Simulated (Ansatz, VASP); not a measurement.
# ZnCu: VASP beside Ansatz

```
CELL_PARAMETERS angstrom
3.00390 0.00000 0.00000
0.00000 3.00390 0.00000
0.00000 0.00000 2.94500
ATOMIC_POSITIONS crystal
Zn 0.50000 0.50000 0.50000
Cu 0.00000 0.00000 0.00000
```

Alike in both runs: task single point; functional PBE; k mesh 7 × 7 × 8; occupations fermi-dirac, width 0.05 eV; no spin polarisation.

|  | VASP | Ansatz |
| --- | --- | --- |
| version | VASP 6.6.1 | Ansatz 0.2.0 |
| potentials or method | VASP PAW PBE potentials, release 64 (Zn, Cu) | Ansatz PAW |
| plane-wave cutoff (eV) | 520 | 420 |
| valence electrons in the cell | 23 | 31 |

VASP gave:

* gap on the k mesh at the Fermi level (eV): none
* pressure (GPa): -1.9
* largest component of the traceless stress (GPa): 3.09

What did Ansatz give for the same quantities?

gap on the k mesh at the Fermi level (eV): none; pressure (GPa): -2.3; largest component of the traceless stress (GPa): 3.04.

A gap of «none» marks a metal or a gap that the smearing closes. The two sets of potentials don't hold the same shells in valence.
